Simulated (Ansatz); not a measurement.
## A computed series for AlSb: pressure series

Base system: AlSb in the zinc blende structure (space group F-43m, No. 216; a = 6.226 Å).

Cell and atoms are relaxed at each pressure.

All numbers come from PBE in Ansatz (plane waves to 420 eV, PAW, no spin-orbit coupling).

Candidates:
(a) pressure 0.7 GPa
(b) pressure 5 GPa
(c) pressure 1.5 GPa
(d) pressure −1 GPa

For the base:

Width of the top valence band: 2.59 eV

### Question
Order them by width of the top valence band, highest first.

### Answer
(b) pressure 5 GPa (2.88 eV), (c) pressure 1.5 GPa (2.69 eV), (a) pressure 0.7 GPa (2.64 eV), (d) pressure −1 GPa (2.52 eV)

With Sb present, leaving out spin-orbit coupling can change the band edges. The levels and masses belong to the bands next to the band gap. Load acts through the strain it causes; cell and atoms are relaxed under it. Stability against distortions was not tested. Tetrahedral semiconductors of this kind turn to denser phases somewhere between about 1 and 50 GPa; those were not computed, so compressed cells here can lie past the real transition.

Ansatz is a first-principles code.
